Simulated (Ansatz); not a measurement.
**Computed properties of MnO**

```
Mn O
1.0
     0.00000    2.22200    2.22200
     2.22200    0.00000    2.22200
     2.22200    2.22200    0.00000
Mn O
1 1
Direct
  0.00000 0.00000 0.00000
  0.50000 0.50000 0.50000
```

Atoms are numbered in the order listed.

The cell is COD entry 1514105, as deposited and not checked against the literature; nothing was relaxed.

Semilocal functionals without U often leave such compounds metallic or with too small a gap, and the real magnetic order may differ.

Other magnetic orders may lie lower; this is the state that the run reached.

Methods: DFT, PBE, all-electron LAPW, scalar-relativistic (Ansatz 0.2.0); DFT, PBE, PAW with Ansatz's default frozen-core files, scalar-relativistic (Ansatz 0.2.0); DFT, PBE, all-electron PAW with datasets made for the crystal, scalar-relativistic (Ansatz 0.2.0).

For LAPW: a Γ-centred 14×14×14 k mesh, Fermi–Dirac smearing of 0.05 eV, basis error target 1 meV/atom, spin-polarised from start moments Mn1 4 μB. PAW takes a cutoff of 420 eV at this cell. The crystal-made all-electron datasets (AE datasets) take a cutoff of 360 eV at this cell. The Ansatz runs share mesh, smearing and spin set-up. Values come from LAPW unless marked.

```yaml
Band_gap: "none: bands cross the Fermi level, a metal"
Volume_per_atom: 74.0 bohr³
```

Q: Give the computed value. Moments in the spheres.

A: Mn1 4.31, O2 0.23 μB.

Q: Contact hyperfine fields (crystal-made datasets): what does the calculation give?

A: Mn1 -21.4, O2 24.8 T, core polarisation included, positive along the moment of the spin-up electrons.

Q: Predict this quantity. Density of states at the Fermi level (0.2 eV bin).

A: 1.02 states/eV per cell.

Q: Moment of the cell: what does the calculation give?

A: 4.76 μB.

Q: Give the computed value. Pressure at this cell.

A: -0.23 GPa.

Q: Predict this quantity. Bader charges (from the PAW run).

A: Mn1 +1.38, O2 -1.38 e.

Q: Predict this quantity. Löwdin charges (with 0.12 e of the cell spilling out of the atomic basis, so their sizes and signs hang on that basis).

A: Mn1 1.15, O2 -1.03 e.
